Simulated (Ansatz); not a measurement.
# C2H4O2: the cost of one run

Computed with Ansatz 0.2.0 (the levels named in each step, unless a step's input says otherwise).

**1. The starting structure**

Bond lengths: C1–C2 1.501 Å, C2–O3 1.200 Å, C2–O4 1.341 Å, C1–H5 1.087 Å, C1–H6 1.085 Å, C1–H7 1.087 Å, O4–H8 0.970 Å. Angles: C1–C2–O3 126.0°, C1–C2–O4 111.6°, O3–C2–O4 122.4°, C2–C1–H5 109.2°, C2–C1–H6 109.9°, C2–C1–H7 109.2°, H5–C1–H6 110.4°, H5–C1–H7 108.1°, H6–C1–H7 110.0°, C2–O4–H8 110.4°.

Coordinates:

```xyz
8

C    -1.4189   -0.2808   -0.1510
C     0.0253    0.1037   -0.0088
O     0.4689    1.2167   -0.0787
O     0.8017   -0.9668    0.2142
H    -1.7469   -0.7810    0.7570
H    -2.0204    0.6035   -0.3346
H    -1.5230   -0.9795   -0.9775
H     1.7296   -0.6991    0.3036
```

**2. A rough first relaxation, PBE-D4/def2-SVP**

This run stands in another session on the same molecule. It ended at:

```xyz
8

C    -1.4183   -0.2816   -0.1519
C     0.0360    0.0957   -0.0078
O     0.4941    1.2191   -0.0764
O     0.8117   -0.9992    0.2195
H    -1.7708   -0.7946    0.7651
H    -2.0193    0.6253   -0.3341
H    -1.5439   -0.9968   -0.9891
H     1.7268   -0.6515    0.2989
```

**3. Relaxation, PBE0-D4/def2-TZVPP**

This run stands in another session on the same molecule. It ended at:

```xyz
8

C    -1.4119   -0.2809   -0.1511
C     0.0284    0.0944   -0.0076
O     0.4776    1.2050   -0.0769
O     0.8026   -0.9843    0.2166
H    -1.7542   -0.7842    0.7541
H    -2.0048    0.6109   -0.3309
H    -1.5298   -0.9841   -0.9768
H     1.7082   -0.6602    0.2968
```

**4. Frequencies, PBE0-D4/def2-TZVPP**

input.yaml reads:

```yaml
crystal:
  periodic: [false, false, false]
  atoms:
    - { symbol: C, position_ang: [-1.41186334, -0.28085987, -0.15112567] }
    - { symbol: C, position_ang: [0.02844228, 0.09436257, -0.00760232] }
    - { symbol: O, position_ang: [0.47761448, 1.20503406, -0.07693478] }
    - { symbol: O, position_ang: [0.80256708, -0.98428998, 0.21659531] }
    - { symbol: H, position_ang: [-1.75420678, -0.78423831, 0.75413563] }
    - { symbol: H, position_ang: [-2.00475789, 0.61085811, -0.3309139] }
    - { symbol: H, position_ang: [-1.52975475, -0.98405974, -0.97676782] }
    - { symbol: H, position_ang: [1.70817891, -0.66021684, 0.29676355] }
basis:
  gaussian: { orbitals: def2-TZVPP }
hamiltonian:
  xc: pbe0
  dispersion: d4
phonons: {}
```

Command:

```sh
$ ansatz run input.yaml --threads 4 --pin off --max-ram 10240MiB --backend cpu --events-out ev --progress --plain --runs-dir out
```

Q: Estimate wall time and peak memory on 4 threads of Arm Neoverse N1, shared host.

About 87 s, with a peak of 0.33 GiB.
